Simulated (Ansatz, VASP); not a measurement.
**One calculation of Ba, two programs**

```
Ba
1.0
     1.91543   -3.57612    0.00000
     1.91543    3.57612    0.00000
     0.00000    0.00000    5.58463
Ba
1
Direct
  0.00000 0.00000 0.00000
```

Change from the starting cell: volume scaled by 0.9405, crystal datasets.

Alike in both runs: task electric field gradients; functional PBE; k mesh 12 × 12 × 7; occupations fermi-dirac, width 0.08 eV; no spin polarisation.

```csv
,VASP,Ansatz
version,VASP 6.6.1,Ansatz 0.2.0
potentials or method,"VASP PAW PBE potentials, release 64 (Ba_sv), cutoff 520 eV","all-electron PAW with datasets made for the crystal, scalar-relativistic"
```

```tsv
	VASP	Ansatz	Ansatz less VASP
pressure (GPa)	0.9	0.8	-0.06
largest component of the traceless stress (GPa)	3.33	3.25	-0.076
Vzz of the field gradient on the site that differs most (V/Å²)	45.8	39.2	-6.60
```

Ansatz ran all-electron here, so the differences hold the error of VASP's frozen core and of both bases. Ansatz warned: «gradients_without_spin_orbit».

The runs have no spin-orbit coupling, so splittings on Ba are missing.
